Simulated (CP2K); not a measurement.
# Pb (P-1) in CP2K: settings compared

One crystal, Pb, is run at these levels: PBE, LDA, PBEsol; tasks: single point.

Program: CP2K 2026.2. These are calculated values, not measurements. Logs are shortened: lines on timing, memory, paths and dates and some standing lists are left out, and cuts for length are marked.

**1. The crystal as given**

The typed cell holds 1 atom: a = 3.476 Å, b = 3.523 Å, c = 3.499 Å, α = 59.64°, β = 59.57°, γ = 60.06°.

**2. Single point, PBE**

Input file pb_scf.inp:

```
&GLOBAL
  PROJECT pb_scf
  RUN_TYPE ENERGY_FORCE
  PRINT_LEVEL LOW
&END GLOBAL
&FORCE_EVAL
  METHOD QS
  STRESS_TENSOR ANALYTICAL
  &DFT
    BASIS_SET_FILE_NAME BASIS_MOLOPT_UZH
    POTENTIAL_FILE_NAME POTENTIAL_UZH
    &MGRID
      CUTOFF 675
      REL_CUTOFF 60
      NGRIDS 5
    &END MGRID
    &QS
      METHOD GPW
      EPS_DEFAULT 1.0E-9
    &END QS
    &KPOINTS
      SCHEME MONKHORST-PACK 9 9 9
      GAMMA_CENTERED T
      SYMMETRY T
      SYMMETRY_BACKEND SPGLIB
    &END KPOINTS
    &SCF
      SCF_GUESS ATOMIC
      EPS_SCF 1.0E-6
      MAX_SCF 100
      ADDED_MOS 8
      CHOLESKY OFF
      EPS_EIGVAL 1.0E-7
      &DIAGONALIZATION ON
        ALGORITHM STANDARD
      &END DIAGONALIZATION
      &MIXING ON
        METHOD BROYDEN_MIXING
        ALPHA 0.4
        BETA 1.5
        NBUFFER 8
      &END MIXING
      &SMEAR ON
        METHOD FERMI_DIRAC
        ELECTRONIC_TEMPERATURE [K] 580.226
      &END SMEAR
    &END SCF
    &XC
      &XC_FUNCTIONAL
        &GGA_X_PBE
        &END GGA_X_PBE
        &GGA_C_PBE
        &END GGA_C_PBE
      &END XC_FUNCTIONAL
    &END XC
    &PRINT
      &KPOINTS ON
      &END KPOINTS
      &MULLIKEN ON
      &END MULLIKEN
      &MO ON
        ENERGIES T
        OCCUPATION_NUMBERS T
        &EACH
          QS_SCF 0
        &END EACH
        ADD_LAST NUMERIC
      &END MO
      &LOWDIN ON
      &END LOWDIN
      &HIRSHFELD ON
        SHAPE_FUNCTION DENSITY
      &END HIRSHFELD
      &E_DENSITY_CUBE ON
        STRIDE 1
      &END E_DENSITY_CUBE
      &V_HARTREE_CUBE ON
        STRIDE 1
      &END V_HARTREE_CUBE
      &ELF_CUBE ON
        STRIDE 1
      &END ELF_CUBE
    &END PRINT
  &END DFT
  &SUBSYS
    &CELL
      A 3.4759726192 0.0000000000 0.0000000000
      B 1.7583644746 3.0524411658 0.0000000000
      C 1.7725021103 1.0200696250 2.8395487493
      PERIODIC XYZ
    &END CELL
    &COORD
      SCALED
      Pb  0.0000000000 0.0000000000 0.0000000000
    &END COORD
    &KIND Pb
      BASIS_SET TZVP-MOLOPT-PBE-GTH-q4
      POTENTIAL GTH-PBE-q4
    &END KIND
    &PRINT
      &ATOMIC_COORDINATES ON
      &END ATOMIC_COORDINATES
      &CELL ON
      &END CELL
    &END PRINT
  &END SUBSYS
  &PRINT
    &FORCES ON
    &END FORCES
    &STRESS_TENSOR ON
    &END STRESS_TENSOR
  &END PRINT
&END FORCE_EVAL
```

Potentials or basis: POTENTIAL_UZH Pb GTH-PBE-q4; TZVP-MOLOPT-PBE-GTH basis.

The run is started by

```console
$ OMP_NUM_THREADS=1 cp2k.psmp -i pb_scf.inp -o pb_scf.out
```

pb_scf.out:

```text

 CP2K| version string:                                       CP2K version 2026.2
 CP2K| Input file name                                                pb_scf.inp

 GLOBAL| Force Environment number                                              1
 GLOBAL| Basis set file name                                    BASIS_MOLOPT_UZH
 GLOBAL| Potential file name                                       POTENTIAL_UZH
 GLOBAL| MM Potential file name                                     MM_POTENTIAL
 GLOBAL| Coordinate file name                                      __STD_INPUT__
 GLOBAL| Method name                                                        CP2K
 GLOBAL| Project name                                                     pb_scf
 GLOBAL| Run type                                                   ENERGY_FORCE
 GLOBAL| FFT library                                                       FFTW3
[... 8 lines left out ...]
 GLOBAL| CPU model name                                                  UNKNOWN

 CELL| Volume [angstrom^3]:                                            30.128186
 CELL| Vector a [angstrom]:       3.476     0.000     0.000   |a| =     3.475973
 CELL| Vector b [angstrom]:       1.758     3.052     0.000   |b| =     3.522676
 CELL| Vector c [angstrom]:       1.773     1.020     2.840   |c| =     3.499335
 CELL| Angle (b,c), alpha [degree]:                                    59.640307
 CELL| Angle (a,c), beta  [degree]:                                    59.567331
 CELL| Angle (a,b), gamma [degree]:                                    60.055825
 CELL| Numerically orthorhombic:                                              NO
 CELL| Periodicity                                                           XYZ

 CELL_REF| Volume [angstrom^3]:                                        30.128186
 CELL_REF| Vector a [angstrom     3.476     0.000     0.000   |a| =     3.475973
 CELL_REF| Vector b [angstrom     1.758     3.052     0.000   |b| =     3.522676
 CELL_REF| Vector c [angstrom     1.773     1.020     2.840   |c| =     3.499335
 CELL_REF| Angle (b,c), alpha [degree]:                                59.640307
 CELL_REF| Angle (a,c), beta  [degree]:                                59.567331
 CELL_REF| Angle (a,b), gamma [degree]:                                60.055825
 CELL_REF| Numerically orthorhombic:                                          NO
 CELL_REF| Periodicity                                                       XYZ
[... 9 lines left out ...]
 TOTAL NUMBERS AND MAXIMUM NUMBERS

  Total number of            - Atomic kinds:                                   1
                             - Atoms:                                          1
                             - Shell sets:                                     1
                             - Shells:                                         7
                             - Primitive Cartesian functions:                  4
                             - Cartesian basis functions:                     18
                             - Spherical basis functions:                     17

  Maximum angular momentum of- Orbital basis functions:                        2
                             - Local part of the GTH pseudopotential:          0
                             - Non-local part of the GTH pseudopotential:      4

 MODULE QUICKSTEP: ATOMIC COORDINATES IN ANGSTROM

   Atom Kind Element         X             Y             Z       Z(eff)     Mass
      1    1 Pb   82      0.000000      0.000000      0.000000   4.0000 207.2000

 SCF PARAMETERS         Density guess:                                    ATOMIC
[... 9 lines left out ...]
                        --------------------------------------------------------
                        level_shift [a.u.]:                             0.000000
                        added MOs                                         8    0
                        --------------------------------------------------------
                        Mixing method:                            BROYDEN_MIXING
[... 11 lines left out ...]
 *******************************************************************************
 BRILLOUIN| K-point scheme                                        Monkhorst-Pack
 BRILLOUIN| K-Point grid                                             9    9    9
 BRILLOUIN| Gamma-centered k-point mesh                                     ON
 BRILLOUIN| K-point symmetry accuracy                               0.100000E-05
 BRILLOUIN| K-Point point group symmetrization                                ON
 BRILLOUIN| Symmetry backend                                             SPGLIB
 BRILLOUIN| Symmetry reduction method                                    SPGLIB
[... 45 lines left out ...]

 Extrapolation method: initial_guess

 Number of electrons:                                                          4
 Number of occupied orbitals:                                                  2
 Number of molecular orbitals:                                                10

 Number of orbital functions:                                                 17
 Number of independent orbital functions:                                     17

 SCF WAVEFUNCTION OPTIMIZATION

  Step     Update method      Time    Convergence         Total energy    Change
  ------------------------------------------------------------------------------
     1 NoMix/Diag. 0.40E+00    1.2     0.94359290        -3.6005325893 -3.60E+00
     2 Broy./Diag. 0.40E+00    1.0     0.00353601        -3.6067786058 -6.25E-03
     3 Broy./Diag. 0.40E+00    1.0     0.02141534        -3.5487671291  5.80E-02
     4 Broy./Diag. 0.40E+00    1.0     0.00939290        -3.5396688919  9.10E-03
     5 Broy./Diag. 0.40E+00    1.0     0.00313857        -3.5370385224  2.63E-03
     6 Broy./Diag. 0.40E+00    1.0     0.00053137        -3.5367584834  2.80E-04
     7 Broy./Diag. 0.40E+00    1.1     0.00016415        -3.5368591045 -1.01E-04
     8 Broy./Diag. 0.40E+00    1.1     0.00020064        -3.5368952487 -3.61E-05
     9 Broy./Diag. 0.40E+00    1.0     0.00000165        -3.5369065698 -1.13E-05
    10 Broy./Diag. 0.40E+00    1.1     0.00000356        -3.5369121682 -5.60E-06
    11 Broy./Diag. 0.40E+00    1.1     0.00000101        -3.5369123571 -1.89E-07
    12 Broy./Diag. 0.40E+00    1.1     0.00000041        -3.5369119886  3.68E-07

  *** SCF run converged in    12 steps ***

  Electronic density on regular grids:         -4.0000000000       -0.0000000000
  Core density on regular grids:                3.9999999794       -0.0000000206
  Total charge density on r-space grids:       -0.0000000206
  Total charge density g-space grids:          -0.0000000206

  Overlap energy of the core charge distribution:               0.00000000000257
  Self energy of the core charge distribution:                 -7.12836246003786
  Core Hamiltonian energy:                                      1.42613926754983
  Hartree energy:                                               3.16540723578102
  Exchange-correlation energy:                                 -0.99995866573656
  Electronic entropic energy:                                  -0.00013736618134
  Fermi energy:                                                 0.16749608061677

  Total energy:                                                -3.53691198863675
  Total energy (extrapolated to T->0):                         -3.53684330554608

 MO| EIGENVALUES AND OCCUPATION NUMBERS FOR K POINT 1
 MO|
 MO|  Index      Eigenvalue [a.u.]        Eigenvalue [eV]             Occupation
 MO|      1              -0.140155              -3.813820               2.000000
 MO|      2               0.026237               0.713944               2.000000
 MO|      3               0.405360              11.030414               0.000000
 MO|      4               0.411447              11.196038               0.000000
 MO|      5               0.557455              15.169134               0.000000
 MO|      6               0.634415              17.263312               0.000000
 MO|      7               0.645047              17.552609               0.000000
 MO|      8               0.908860              24.731331               0.000000
 MO|      9               1.166296              31.736526               0.000000
 MO|     10               1.189661              32.372320               0.000000
 MO| Sum:                                                               4.000000
 MO| E(Fermi):            0.167496 a.u.          4.557800 eV
 MO| Band gap:            0.379123 a.u.         10.316470 eV
[... 202 lines left out ...]
 MO|
 MO|  Index      Eigenvalue [a.u.]        Eigenvalue [eV]             Occupation
 MO|      1              -0.117235              -3.190116               2.000000
 MO|      2               0.117635               3.201019               2.000000
 MO|      3               0.230101               6.261356               0.000000
 MO|      4               0.278932               7.590113               0.000000
 MO|      5               0.421771              11.476974               0.000000
 MO|      6               0.497927              13.549269               0.000000
 MO|      7               0.923457              25.128551               0.000000
 MO|      8               0.941115              25.609045               0.000000
 MO|      9               1.063247              28.932426               0.000000
 MO|     10               1.353087              36.819367               0.000000
 MO| Sum:                                                               4.000000
 MO| E(Fermi):            0.167496 a.u.          4.557800 eV

 [... the levels of further k-points ...]

 The electron density is written in Cube    file format to the file:

 pb_scf-ELECTRON_DENSITY-1_0.cube

 !-----------------------------------------------------------------------------!
                     Mulliken Population Analysis

 #  Atom  Element  Kind  Atomic population                           Net charge
       1     Pb       1          4.000000                              0.000000
 # Total charge                              4.000000                  0.000000

 !-----------------------------------------------------------------------------!

 !-----------------------------------------------------------------------------!
                           Hirshfeld Charges

  #Atom  Element  Kind  Ref Charge     Population                    Net charge
      1       Pb     1       4.000          4.000                        -0.000

  Total Charge                                                           -0.000
 !-----------------------------------------------------------------------------!

 LOWDIN POPULATION ANALYSIS

 #  Atom  Element  Kind  Atomic population                           Net charge
       1     Pb       1          4.000000                              0.000000
 # Total charge                              4.000000                  0.000000

               ----- ELF is computed on the real space grid -----

 ELF is written in Cube    file format to the file:

 pb_scf-ELF_S1-1_0.cube

 ENERGY| Total FORCE_EVAL ( QS ) energy [hartree]             -3.536912055475002

 FORCES| Atomic forces [hartree/bohr]
 FORCES|   Atom     x               y               z               |f|
 FORCES|      1  1.37584344E-15 -1.82329966E-15 -2.34495215E-15   3.27355577E-15
 FORCES| Sum     1.37584344E-15 -1.82329966E-15 -2.34495215E-15
 FORCES| Total atomic force                                       3.27355577E-15

 STRESS| Analytical stress tensor [bar]
 STRESS|                        x                   y                   z
 STRESS|      x        3.79340448200E+04  -2.77311832802E+03  -2.05677938613E+03
 STRESS|      y       -2.77311832802E+03   3.06891803778E+04   1.42636876310E+03
 STRESS|      z       -2.05677938613E+03   1.42636876310E+03   3.91290087961E+04
 STRESS| 1/3 Trace                                             3.59174113313E+04
 STRESS| Determinant                                           4.50609707347E+13

 STRESS| Eigenvectors and eigenvalues of the analytical stress tensor [bar]
 STRESS|                        1                   2                   3
 STRESS| Eigenvalues   2.96953498115E+04   3.66248403586E+04   4.14320438238E+04
 STRESS|      x           0.300436034288      0.712239651046     -0.634391731330
 STRESS|      y           0.950588685894     -0.169041208135      0.260396275325
 STRESS|      z          -0.078226207577      0.681278026529      0.727833024132
```

It took 15 s on 1 thread of Arm Neoverse V2, shared host; peak memory 0.3 GiB.

Results:

* Free energy: -96.2443 eV
* Pressure: 3.6 GPa
* Band gap on the k mesh: none (metal or under the smearing width)

Stress tensor (GPa, compression positive):
```
 3.79 -0.28 -0.21
-0.28  3.07  0.14
-0.21  0.14  3.91
```

Caveat: the basis of atomic orbitals isn't converged, which shifts pressures, moduli and gaps. Spin-orbit coupling is left out, which matters for the levels of Pb.

**3. Single point, LDA**

pb_scf.inp, as its differences from that of step 2:

```diff
@@ -49,6 +49,6 @@
       &XC_FUNCTIONAL
-        &GGA_X_PBE
-        &END GGA_X_PBE
-        &GGA_C_PBE
-        &END GGA_C_PBE
+        &LDA_X
+        &END LDA_X
+        &LDA_C_PW
+        &END LDA_C_PW
       &END XC_FUNCTIONAL
```

Potentials or basis: POTENTIAL_UZH Pb GTH-PBE-q4; TZVP-MOLOPT-PBE-GTH basis.

The run is started by

```console
$ OMP_NUM_THREADS=1 cp2k.psmp -i pb_scf.inp -o pb_scf.out
```

It took 14 s on 1 thread of Arm Neoverse V2, shared host; peak memory 0.3 GiB.

The run converged. Its results:

```
Free energy            : -96.1282 eV
Pressure               : 3.2 GPa
Band gap on the k mesh : none (metal or under the smearing width)
```

Stress tensor (GPa, compression positive):
```
 3.35 -0.28 -0.20
-0.28  2.63  0.15
-0.20  0.15  3.48
```

Levels at points of the mesh, in eV from the Fermi level:
| k point | band 1 | band 2 | band 3 | band 4 | band 5 | band 6 |
| --- | --- | --- | --- | --- | --- | --- |
| (0.00, 0.00, 0.00) | -11.79 | 8.27 | 8.47 | 8.66 | 12.89 | 13.85 |

Caveat: the potentials were made for another functional, which shifts forces and pressure; the basis of atomic orbitals isn't converged, which shifts pressures, moduli and gaps. The run has no spin-orbit coupling, so splittings on Pb are missing.

**4. Single point, PBEsol**

pb_scf.inp, as its differences from that of step 3:

```diff
@@ -49,6 +49,6 @@
       &XC_FUNCTIONAL
-        &LDA_X
-        &END LDA_X
-        &LDA_C_PW
-        &END LDA_C_PW
+        &GGA_X_PBE_SOL
+        &END GGA_X_PBE_SOL
+        &GGA_C_PBE_SOL
+        &END GGA_C_PBE_SOL
       &END XC_FUNCTIONAL
```

The run is started by

```console
$ OMP_NUM_THREADS=1 cp2k.psmp -i pb_scf.inp -o pb_scf.out
```

Run time: 14 s. Hardware: 1 thread of Arm Neoverse V2, shared host; peak memory 0.3 GiB.

Results (log left out):

| Quantity | Value |
| --- | --- |
| Free energy | -96.1182 eV |
| Pressure | 2.9 GPa |
| Band gap on the k mesh | none (metal or under the smearing width) |

Stress tensor (GPa, compression positive):
```
 3.05 -0.28 -0.20
-0.28  2.33  0.15
-0.20  0.15  3.18
```

Levels at points of the mesh, in eV from the Fermi level:
| k point | band 1 | band 2 | band 3 | band 4 | band 5 |
| --- | --- | --- | --- | --- | --- |
| (0.00, 0.00, 0.00) | -11.79 | 8.29 | 8.49 | 8.68 | 12.89 |

Caveat: the potentials were made for another functional, which shifts forces and pressure; the basis of atomic orbitals isn't converged, which shifts pressures, moduli and gaps. Spin-orbit coupling is left out, which matters for the levels of Pb.

**5. Summary**

```tsv
level	gap on the mesh (eV)	pressure (GPa)
PBE	none	3.6
LDA	none	3.2
PBEsol	none	2.9
```

Alike in all rows: task single point; potentials or basis POTENTIAL_UZH Pb GTH-PBE-q4; TZVP-MOLOPT-PBE-GTH basis; no spin polarisation; cell as given; k mesh 9 × 9 × 9; smearing fermi-dirac 0.05 eV.

Caveats: the basis of atomic orbitals isn't converged, which shifts pressures, moduli and gaps; the potentials were made for another functional, which shifts forces and pressure (some runs).

Total energies depend on the potentials used, so only differences within one code and one set of settings carry meaning.
